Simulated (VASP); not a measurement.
## Cu: relaxation of the atoms with PBE+D3(BJ)

The system is Cu.

```
Cu
1.0
     0.00000    1.74801    1.74801
     1.74801    0.00000    1.74801
     1.74801    1.74801    0.00000
Cu
1
Direct
  0.00000 0.00000 0.00000
```

The cell isn't the ideal one: a relaxed cell with its volume scaled by 0.94.

```yaml
Program: VASP 6.6.1
Task: relaxation of the atoms
Functional: PBE
Dispersion: D3(BJ)
Potentials_or_basis: VASP PAW PBE potentials, release 64 (Cu)
Cutoff: 600 eV
k_mesh: 18 × 18 × 18
Occupations: methfessel-paxton, width 0.1 eV
Spin: no spin polarisation
Further_INCAR_settings: ALGO = Normal; EDIFF = 1e-07; IBRION = 2; EDIFFG = -0.01; NSW = 40
```

```
Pressure after relaxing    : 11.7 GPa
Band gap on the k mesh     : none (metal or under the smearing width)
Dispersion energy per atom : -0.647 eV
```

Final structure:
```
Cu
1.0
     0.00000    1.74801    1.74801
     1.74801    0.00000    1.74801
     1.74801    1.74801    0.00000
Cu
1
Cartesian
  0.0000 0.0000 0.0000
```

Levels at points of the mesh, in eV from the Fermi level:
```
           k point  band 2  band 3  band 4  band 5  band 6  band 7  band 8  band 9
(0.00, 0.00, 0.00)   -3.32   -3.32   -3.32   -2.36   -2.36   23.42   26.87   26.87
(0.50, 0.00, 0.00)   -3.36   -3.36   -1.69   -1.69   -1.27    4.33   21.87   23.71
(0.50, 0.50, 0.00)   -4.95   -1.72   -1.53   -1.53    1.46    7.88   13.92   13.92
```

Wall time 9.1 s on 1 thread of Intel(R) Xeon(R) 6975P-C (Granite Rapids), on a shared host, peak memory 0.14 GiB.

Caveat: the relaxation stopped at its first step, so nothing moved; pairwise dispersion overbinds metals, which lowers pressure and volume.
